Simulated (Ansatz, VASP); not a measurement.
# Two plane-wave programs on AlN

```
Al N
1.0
     3.11228    0.00000    0.00000
    -1.55614    2.69531    0.00000
     0.00000    0.00000    4.98332
Al N
2 2
Direct
  0.33333 0.66667 0.99908
  0.66667 0.33333 0.49908
  0.33333 0.66667 0.38092
  0.66667 0.33333 0.88092
```

Alike in both runs: functional PBE; k mesh 10 × 10 × 6; occupations gaussian, width 0.05 eV; no spin polarisation.

Ansatz relaxed the structure, and its values are those at the end. VASP's run is a single point on that final structure, the one shown.

```csv
,VASP,Ansatz
version,VASP 6.6.1,Ansatz 0.2.0
potentials or method,"VASP PAW PBE potentials, release 64 (Al, N)","scalar-relativistic, plane waves, PAW"
plane-wave cutoff (eV),520,420
valence electrons in the cell,16,16
```

Ansatz gave:

```
gap on the k mesh at the Fermi level (eV) : 4.19
least direct gap on the mesh (eV)         : 4.19
pressure (GPa)                            : 3.7
```

Problem. Which values does VASP return?

Solution. gap on the k mesh at the Fermi level (eV): 4.20; least direct gap on the mesh (eV): 4.20; pressure (GPa): 3.4.

The functional is the same, so the differences come from potentials, cutoffs and numerics.

A k mesh can miss the band edges.
